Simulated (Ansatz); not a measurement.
The system is TiSi2.

```
Ti Si
1.0
     0.00000    4.11752    4.26290
     2.38951    0.00000    4.26290
     2.38951    4.11752    0.00000
Ti Si
2 4
Direct
  0.75000 0.75000 0.75000
  0.50000 0.50000 0.50000
  0.41257 0.08743 0.41257
  0.08743 0.41257 0.08743
  0.16257 0.83743 0.16257
  0.83743 0.16257 0.83743
```

The cell is a database's computed one.

Base run:

```yaml
Program: Ansatz 0.2.0
Functional: LDA
Potentials_or_basis: Ansatz PAW
Cutoff: "420 eV (not typed: the program's choice for these potentials)"
k_mesh: 7 × 7 × 7
Occupations: fermi-dirac, width 0.05 eV
Spin: no spin polarisation
```

Its results: band gap on the k mesh none (metal or under the smearing width); pressure -5.1 GPa; largest force 0.064 eV/Å.

Q: The run is repeated on the same cell with these changes: functional from LDA to PBEsol. What comes out?

A: Band gap on the k mesh none (metal or under the smearing width); pressure -2.0 GPa; largest force 0.048 eV/Å.

PBEsol binds less tightly than LDA, so the same cell stands under more pressure.

Caveats: the PAW data sets come from PBE, with cores solved anew for the run's functional, which leaves a small shift of forces and pressure.
